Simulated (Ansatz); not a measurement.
**Titanium, diamond under RPBE: structure, energy and stiffness, part 1 of 2**

Aim: take titanium in the diamond structure, relax it, solve it on a dense k-mesh, then scale the cell to 7 volumes from 88 to 112 % of the relaxed one and try a fit of the equation of state. Spin polarisation is left out. The k-meshes are 10×10×10 for the relaxation; 15×15×15 for the dense run; 11×11×11 for the volumes.

This is Ti in the diamond structure; at room conditions it is hcp.

Computed with Ansatz 0.2.0 (DFT RPBE, plane waves (420 eV) with PAW, scalar-relativistic; the PAW data stem from PBE, with regenerated cores, unless a step says otherwise).

## Step 1: The system as given

It takes space group Fd-3m (No. 227, cubic). The conventional cell has a = 5.756 Å, b = 5.756 Å, c = 5.756 Å, α = 90.00°, β = 90.00°, γ = 90.00°. Ti (site symmetry -43m) is surrounded by 4 Ti at 2.49 Å.

Structure file:

```
Ti
1.0
     0.00000    2.87802    2.87802
     2.87802    0.00000    2.87802
     2.87802    2.87802    0.00000
Ti
2
Direct
  0.12500 0.12500 0.12500
  0.87500 0.87500 0.87500
```

## Step 2: Relaxing cell and atoms

File input.yaml:

```yaml
crystal:
  lattice:
    - [0.0, 2.8780170575, 2.8780170575]
    - [2.8780170575, 0.0, 2.8780170575]
    - [2.8780170575, 2.8780170575, 0.0]
  atoms:
    - { symbol: Ti, position: [0.125, 0.125, 0.125] }
    - { symbol: Ti, position: [0.875, 0.875, 0.875] }
hamiltonian:
  xc: rpbe
  pseudopotentials:
    kind: paw
    azcp:
      Ti: "pseudopotentials/Ti.paw.azcp"
basis:
  ecutwfc: 420
  fft_grid_basis: typed
kpoints:
  mp_grid: { grid: [10, 10, 10], shift: [0, 0, 0] }
magnetization:
  spin_polarized: false
scf:
  occupations: { method: fermi_dirac, width: 0.1 }
relax:
  max_steps: 60
  f_tol: 0.01
  cell: {}
```

Output, shortened:

```text
Warning: RAYON_NUM_THREADS=2 ignored (pool sized by the plan → 2); use --threads N
[...]
Pseudopotentials: kind: paw
Pseudopotential: Ti, paw, valence charge 12, recommended cutoff 420 eV (normal), <dir>
Functional definition: RPBE
[...]
Crystal: 2 atoms, lattice volume = 47.677 Å³
Basis set: ecut = 420 eV, 941 PW (Γ), exchange–correlation on 60×60×60 points (8 copies of the dense FFT grid, shifted against one another)
Bands: 16, of which v1, the nominal top of the filled ones, is band 12 counted from 1 (11 counted from 0)
Symmetry: 48 space group operations
Space group: Fd-3m (ITA 227), of the structure as read, at distance tolerance 3.6e-5 Å
k-points: 47 of 1000
[...]
SCF iter   1: F=—  HF=-5003.472642 eV  |F-HF|=—  |Δ(HF+E_count)|=         —  Δρ=6.05e-3  dr2=1.10e-2  ethr=1.77e-3  ⟨swp⟩=4.0  Hψ=3046  notcnv=0
[...]
relax step   1: F+E_penalty+E_count = -5003.47592460 eV  Δ(F+E_penalty+E_count) = +0.000e0 eV  max|allowed force component| = 4.626e-17 eV/Å  Δτ_max = 0.0000 Å  P = +1.002 GPa  Ω = 47.677 Å³  (7 SCF iters, dr2 threshold 1.00e-7 eV, accepted)
[...]
relax step   3: F+E_penalty+E_count = -5003.48100721 eV  Δ(F+E_penalty+E_count) = -1.830e-3 eV  max|allowed force component| = 3.423e-16 eV/Å  Δτ_max = 0.0000 Å  P = +0.035 GPa  Ω = 49.364 Å³  energy of the carried Pulay correction = -2.176e-4 eV  (6 SCF iters, dr2 threshold 2.00e-7 eV, accepted)
[...]
relax step   4: F+E_penalty+E_count = -5003.48117818 eV  Δ(F+E_penalty+E_count) = -1.710e-4 eV  max|allowed force component| = 3.192e-16 eV/Å  Δτ_max = 0.0000 Å  P = +0.026 GPa  Ω = 49.364 Å³  stress off target by 2.56e-2 GPa  SCF on the basis re-selected at this cell (its energy is not [...]
SCF converged after 6 iterations
Free energy (F): -5003.481178 eV
[...]
E sigma→0 (E₀):  -5003.362850 eV
Entropy (-TS):   -0.236657 eV (-118.328 meV/atom)
Fermi energy:    8.424575 eV
[...]
--- Forces (eV/Å), atoms counted from 1 ---
  atom   1  Ti    -0.00000000    -0.00000000    -0.00000000
  atom   2  Ti     0.00000000     0.00000000     0.00000000
[...]
--- Stress (GPa, compression-positive) ---
        0.025641      -0.000000       0.000000
       -0.000000       0.025641      -0.000000
        0.000000      -0.000000       0.025641
  P = ⅓ Tr σ = 0.0256 GPa (0.256 kbar)
--- Band table (eV; the first three rows and the last of 47) ---
  k-point 0: bands = ["-48.4297", "-48.0441", "-24.8113", "-24.8113", "-24.8113", "-24.2122", "-24.2122", "-24.2122", "3.7950", "7.9394", "7.9394", "8.2901", "8.2901", "8.2901", "10.0051", "10.0051"]
[...]
--- Relaxed structure (3 steps of the walk, 3 accepted, 1 SCFs on fresh bases) ---
  F+E_penalty+E_count = -5003.48117818 eV   max|allowed force component| = 3.192e-16 eV/Å   (the final SCF, on the basis selected at the relaxed cell)
  cell:  # Å, volume = 49.3645 Å³
    - [1.070028126908074e-33, 2.9115759376384367, 2.9115759376384367]
    - [2.9115759376384367, 9.171669659212062e-34, 2.9115759376384367]
    - [2.9115759376384367, 2.9115759376384367, 0.0]
  atoms:
    - { symbol: Ti, position: [0.125, 0.125, 0.125] }
    - { symbol: Ti, position: [0.875, 0.875, 0.875] }
```

It took 4 s on 2 threads of Arm Neoverse V2, shared host; peak memory 0.34 GiB.

Relaxation path:

```csv
step,energy change (meV/atom),largest force (eV/Å),pressure (GPa),volume (Å³/atom)
1,0.00,0.0000,1.00,23.839
2,-1.63,0.0000,0.59,24.175
3,-2.54,0.0000,0.04,24.682
4,-2.63,0.0000,0.03,24.682
```

Steps that repeat a cell are solved on a basis chosen anew, so their changes of energy are no gain of the relaxation.

The cell of the run, before and after:

|  | before | after | change |
| --- | --- | --- | --- |
| a (Å) | 4.070 | 4.118 | +1.2 % |
| b (Å) | 4.070 | 4.118 | +1.2 % |
| c (Å) | 4.070 | 4.118 | +1.2 % |
| volume (Å³/atom) | 23.839 | 24.682 | +3.5 % |
| shortest distance (Å) | 2.492 | 2.521 | +1.2 % |
| space group (spins left aside) | Fd-3m | Fd-3m | same |

## Step 3: Dense single point

File input.yaml:

```yaml
crystal:
  lattice:
    - [0.0, 2.9115759376, 2.9115759376]
    - [2.9115759376, 0.0, 2.9115759376]
    - [2.9115759376, 2.9115759376, 0.0]
  atoms:
    - { symbol: Ti, position: [0.125, 0.125, 0.125] }
    - { symbol: Ti, position: [0.875, 0.875, 0.875] }
hamiltonian:
  xc: rpbe
  pseudopotentials:
    kind: paw
    azcp:
      Ti: "pseudopotentials/Ti.paw.azcp"
basis:
  ecutwfc: 420
  fft_grid_basis: typed
kpoints:
  mp_grid: { grid: [15, 15, 15], shift: [0, 0, 0] }
magnetization:
  spin_polarized: false
scf:
  occupations: { method: fermi_dirac, width: 0.1 }
output:
  write_density: true
  write_potential: true
  elf: true
  volumetric_format: npy
```

Output, shortened:

```text
Warning: RAYON_NUM_THREADS=2 ignored (pool sized by the plan → 2); use --threads N
[...]
Pseudopotentials: kind: paw
Pseudopotential: Ti, paw, valence charge 12, recommended cutoff 420 eV (normal), <dir>
Functional definition: RPBE
[...]
Crystal: 2 atoms, lattice volume = 49.364 Å³
Basis set: ecut = 420 eV, 941 PW (Γ)
Bands: 16, of which v1, the nominal top of the filled ones, is band 12 counted from 1 (11 counted from 0)
Symmetry: 48 space group operations
Space group: Fd-3m (ITA 227), of the structure as read, at distance tolerance 3.7e-5 Å
k-points: 120 of 3375
[...]
SCF iter   1: F=—  HF=-5003.477578 eV  |F-HF|=—  |Δ(HF+E_count)|=         —  Δρ=5.45e-3  dr2=9.89e-3  ethr=1.77e-3  ⟨swp⟩=4.0  Hψ=7797  notcnv=0
[...]
SCF iter   7: F=-5003.480572 eV  HF=-5003.480572 eV  |F-HF|=4.20e-9  |Δ(HF+E_count)|=   1.03e-7  Δρ=3.60e-6  dr2=5.17e-9  ethr=4.17e-10  ⟨swp⟩=2.0  Hψ=3936  notcnv=0
[...]
SCF converged after 7 iterations
Free energy (F): -5003.480572 eV
[...]
E sigma→0 (E₀):  -5003.361721 eV
Entropy (-TS):   -0.237703 eV (-118.852 meV/atom)
Fermi energy:    8.423291 eV
[...]
--- Band table (eV; the first three rows and the last of 120) ---
  k-point 0: bands = ["-48.4304", "-48.0448", "-24.8120", "-24.8120", "-24.8120", "-24.2129", "-24.2129", "-24.2129", "3.7950", "7.9388", "7.9388", "8.2898", "8.2898", "8.2898", "10.0047", "10.0047"]
[...]
```

It took 2.4 s on 2 threads of Arm Neoverse V2, shared host; peak memory 0.35 GiB.

Axes a, b and c in the maps are those of this run's conventional cell (a, b, c = 5.823, 5.823, 5.823 Å).

Density in a lattice plane of the grid's cell (edges 5.82 and 5.82 Å, at 0.125 of the third edge), which holds Ti.

Ten even steps from '0' (0.04 e/Å³) to '9' (9.88 e/Å³):
```
000000000000000000000000
000000000000000000000000
000000000000000000000000
000000000000000000000000
000000000000001110000000
000000000000025652000000
000000000000158985100000
000000000000158995100000
000000000000025652000000
000000000000001110000000
000000000000000000000000
000000000000000000000000
000000000000000000000000
000000000000000000000000
001110000000000000000000
025652000000000000000000
158985100000000000000000
158995100000000000000000
025652000000000000000000
001110000000000000000000
```
Columns run along the first of these edges and rows up along the second, over one cell in 24 and 20 even steps from the bottom left corner. Atoms in the plane (fractional): Ti at (0.12, 0.12), Ti at (0.62, 0.62).

ELF in the same plane.

Ten even steps from ' ' (0.08) to '@' (0.62):
```
......::....::--============++++++============--
==--::::::--====------====++======++====----====
================------==----::::::----====----==
====++++++====----====--..............--========
--------------======--....==######==::..--======
----::::::----==++==::..++@@@@%%@@@@++..::==++==
--::::....::--==++--..::##@@==  ==@@##::..--++==
--::......::--==++--..::%%@@--  --@@##::..--++==
----::::::----==++==::..++@@@@%%@@@@++..::==++==
--------------======--....==##%%##==....--======
====++++++============--......::....::--========
==++======++====----======--::::::--====------==
----::::::----====----==================------==
..............--============++++++====----====--
..==######==::..--======--------------======--..
++@@@@%%@@@@++..::==++==----::::::----==++==::..
##@@==  ==@@##::..--++==--::::....::--==++--..::
%%@@--  --@@##::..--++==--::......::--==++--..::
++@@@@%%@@@@++..::==++==----::::::----==++==::..
..==##%%##==....--======--------------======--..
```
Columns run along the first of these edges and rows up along the second, over one cell in 24 and 20 even steps from the bottom left corner. Atoms in the plane (fractional): Ti at (0.12, 0.12), Ti at (0.62, 0.62).

Both are smooth fields of the valence electrons: close to the nuclei they are not physical.

## Step 4: The cell scaled to 88 % of its volume

File input.yaml:

```yaml
crystal:
  lattice:
    - [0.0, 2.7901165526, 2.7901165526]
    - [2.7901165526, 0.0, 2.7901165526]
    - [2.7901165526, 2.7901165526, 0.0]
  atoms:
    - { symbol: Ti, position: [0.125, 0.125, 0.125] }
    - { symbol: Ti, position: [0.875, 0.875, 0.875] }
hamiltonian:
  xc: rpbe
  pseudopotentials:
    kind: paw
    azcp:
      Ti: "pseudopotentials/Ti.paw.azcp"
basis:
  ecutwfc: 420
  fft_grid_basis: typed
kpoints:
  mp_grid: { grid: [11, 11, 11], shift: [0, 0, 0] }
magnetization:
  spin_polarized: false
scf:
  occupations: { method: fermi_dirac, width: 0.1 }
  lower_state_search: "off"
output:
  stress: true
```

Output, shortened:

```text
Warning: RAYON_NUM_THREADS=2 ignored (pool sized by the plan → 2); use --threads N
[...]
Pseudopotentials: kind: paw
Pseudopotential: Ti, paw, valence charge 12, recommended cutoff 420 eV (normal), <dir>
Functional definition: RPBE
[...]
Crystal: 2 atoms, lattice volume = 43.441 Å³
Basis set: ecut = 420 eV, 869 PW (Γ)
Bands: 16, of which v1, the nominal top of the filled ones, is band 12 counted from 1 (11 counted from 0)
Symmetry: 48 space group operations
Space group: Fd-3m (ITA 227), of the structure as read, at distance tolerance 3.5e-5 Å
k-points: 56 of 1331
[...]
SCF iter   1: F=—  HF=-5003.403958 eV  |F-HF|=—  |Δ(HF+E_count)|=         —  Δρ=8.21e-3  dr2=1.59e-2  ethr=1.77e-3  ⟨swp⟩=4.1  Hψ=3643  notcnv=0
[...]
SCF iter   6: F=-5003.407789 eV  HF=-5003.407789 eV  |F-HF|=2.99e-8  |Δ(HF+E_count)|=   3.98e-7  Δρ=1.20e-5  dr2=3.83e-8  ethr=4.17e-10  ⟨swp⟩=2.3  Hψ=3541  notcnv=0
[...]
SCF converged after 6 iterations
Free energy (F): -5003.407789 eV
[...]
E sigma→0 (E₀):  -5003.307550 eV
Entropy (-TS):   -0.200477 eV (-100.239 meV/atom)
Fermi energy:    9.980454 eV
[...]
--- Stress (GPa, compression-positive) ---
        4.291984       0.000000      -0.000000
       -0.000000       4.291984       0.000000
       -0.000000       0.000000       4.291984
  P = ⅓ Tr σ = 4.2920 GPa (42.920 kbar)
```

Wall time 0.99 s (2 threads of Arm Neoverse V2, shared host); peak memory 0.31 GiB.

## Step 5: The cell scaled to 92 % of its volume

input.yaml, as its differences from that of step 4:

```diff
@@ -2,5 +2,5 @@
   lattice:
-    - [0.0, 2.7901165526, 2.7901165526]
-    - [2.7901165526, 0.0, 2.7901165526]
-    - [2.7901165526, 2.7901165526, 0.0]
+    - [0.0, 2.8317662236, 2.8317662236]
+    - [2.8317662236, 0.0, 2.8317662236]
+    - [2.8317662236, 2.8317662236, 0.0]
   atoms:
```

Output, shortened:

```text
Warning: RAYON_NUM_THREADS=2 ignored (pool sized by the plan → 2); use --threads N
[...]
Pseudopotentials: kind: paw
Pseudopotential: Ti, paw, valence charge 12, recommended cutoff 420 eV (normal), <dir>
Functional definition: RPBE
[...]
Crystal: 2 atoms, lattice volume = 45.415 Å³
Basis set: ecut = 420 eV, 893 PW (Γ)
Bands: 16, of which v1, the nominal top of the filled ones, is band 12 counted from 1 (11 counted from 0)
Symmetry: 48 space group operations
Space group: Fd-3m (ITA 227), of the structure as read, at distance tolerance 3.6e-5 Å
k-points: 56 of 1331
[...]
SCF iter   1: F=—  HF=-5003.446468 eV  |F-HF|=—  |Δ(HF+E_count)|=         —  Δρ=7.18e-3  dr2=1.36e-2  ethr=1.77e-3  ⟨swp⟩=4.1  Hψ=3666  notcnv=0
[...]
SCF iter   6: F=-5003.450076 eV  HF=-5003.450076 eV  |F-HF|=3.48e-8  |Δ(HF+E_count)|=   5.60e-7  Δρ=1.47e-5  dr2=7.63e-8  ethr=4.17e-10  ⟨swp⟩=2.1  Hψ=3568  notcnv=0
[...]
SCF converged after 6 iterations
Free energy (F): -5003.450076 eV
[...]
E sigma→0 (E₀):  -5003.344726 eV
Entropy (-TS):   -0.210700 eV (-105.350 meV/atom)
Fermi energy:    9.417604 eV
[...]
--- Stress (GPa, compression-positive) ---
        2.609743       0.000000       0.000000
       -0.000000       2.609743       0.000000
        0.000000       0.000000       2.609743
  P = ⅓ Tr σ = 2.6097 GPa (26.097 kbar)
```

Wall time 1 s (2 threads of Arm Neoverse V2, shared host); peak memory 0.31 GiB.

(Continued in part 2 of 2.)
